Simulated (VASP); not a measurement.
Wanted: the native input for a VASP 6.6.1 run.

```
Task                   : single point
Functional             : RPBE
Potentials or basis    : VASP PAW PBE potentials, release 64 (In_d, P)
Cutoff                 : 520 eV
k mesh                 : 8 × 8 × 8
Occupations            : fermi-dirac, width 0.05 eV
Spin                   : no spin polarisation
Dipole correction      : no
Further INCAR settings : ALGO = Fast; EDIFF = 1e-07; NBANDS = 16
```

The structure of InP lies in POSCAR:

```
InP
1.0
    0.0000000000      2.9305000000      2.9305000000
    2.9305000000      0.0000000000      2.9305000000
    2.9305000000      2.9305000000      0.0000000000
In P
1 1
Direct
    0.0000000000      0.0000000000      0.0000000000
    0.7500000000      0.7500000000      0.7500000000
```

The input as run:

INCAR

```
SYSTEM = InP
  PREC = Accurate
  ENCUT = 520
  EDIFF = 1E-7
  ISMEAR = -1
  SIGMA = 0.05
  LREAL = .FALSE.
  LASPH = .TRUE.
  NELM = 100
  ALGO = Fast
  ISIF = 2
  LWAVE = .FALSE.
  LCHARG = .FALSE.
  GGA = RP
  NBANDS = 16
```

KPOINTS

```
Automatic mesh
0
G
  8 8 8
  0 0 0
```

Potentials or basis: VASP PAW PBE potentials, release 64 (In_d, P).

Run with:

```sh
$ cat potpaw_PBE.64/In_d/POTCAR potpaw_PBE.64/P/POTCAR > POTCAR
$ mpirun -np 1 vasp_std > vasp.out
```

It gave:

| Quantity | Value |
| --- | --- |
| Pressure | 5.1 GPa |
| Band gap on the k mesh | 0.84 eV, direct |

Caveat: the PAW data sets were made with another functional, which shifts forces and pressure a little; spin-orbit coupling is left out, which moves the levels of the heavy elements.

Run time: 12 s on 1 thread of Intel(R) Xeon(R) 6975P-C (Granite Rapids), on a shared host, peak memory 0.18 GiB.
